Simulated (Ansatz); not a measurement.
Computed with DFT r2SCAN, scalar-relativistic, plane waves, PAW (Ansatz 0.2.0). All cells share a 500 eV cutoff and Γ-centred k meshes spaced at most 0.3 Å⁻¹ (0.19 for metals, 2π included).

These are static lattice energies at zero pressure. Only the structures computed here compete, so a lower one can exist. The k mesh leaves about 4 meV/atom of noise in metals. Weakly bound directions are ill-defined at this level, which has no dispersion term (Cl Cmce, Cl R-3m, Cl P6_3/mmc). No run is spin-polarised.

17 distinct structures were compared, and 4 of them are shown here.

(1) Which of these relaxed structures of Cl is the lowest in energy?
A.

```xyz
4
Lattice="4.4726 0.0000 0.0000 -2.2363 3.8733 0.0000 0.0000 0.0000 7.3760" Properties=species:S:1:pos:R:3 pbc="T T T"
Cl    0.0000    0.0000    1.8440
Cl    0.0000    0.0000    5.5320
Cl    0.0000    2.5822    5.5320
Cl    2.2363    1.2911    1.8440
```

B.

```xyz
1
Lattice="-1.7316 1.7316 1.7316 1.7316 -1.7316 1.7316 1.7316 1.7316 -1.7316" Properties=species:S:1:pos:R:3 pbc="T T T"
Cl    0.0000    0.0000    0.0000
```

C.

```xyz
12
Lattice="3.6152 2.0872 8.2136 -3.6152 2.0872 8.2136 0.0000 -4.1745 8.2136" Properties=species:S:1:pos:R:3 pbc="T T T"
Cl   -1.7697    1.0217    5.1039
Cl    0.0000   -2.0435    5.1039
Cl    1.7697    1.0217    5.1039
Cl    1.7697   -1.0217   19.5368
Cl   -1.7697   -1.0217   19.5368
Cl    0.0000    2.0435   19.5368
Cl   -1.3329    0.7695    8.2061
Cl    0.0000   -1.5391    8.2061
Cl    1.3329    0.7695    8.2061
Cl    1.3329   -0.7695   16.4346
Cl   -1.3329   -0.7695   16.4346
Cl    0.0000    1.5391   16.4346
```

D.

```xyz
4
Lattice="3.2696 -2.0669 0.0000 3.2696 2.0669 0.0000 0.0000 0.0000 8.2723" Properties=species:S:1:pos:R:3 pbc="T T T"
Cl    3.2696    1.5741    0.8765
Cl    3.2696   -0.4928    3.2597
Cl    3.2696   -1.5741    7.3959
Cl    3.2696    0.4928    5.0126
```

## Answers

(1) D. The Cmce (No. 64) one; the nearest of the others lies 289 meV/atom higher.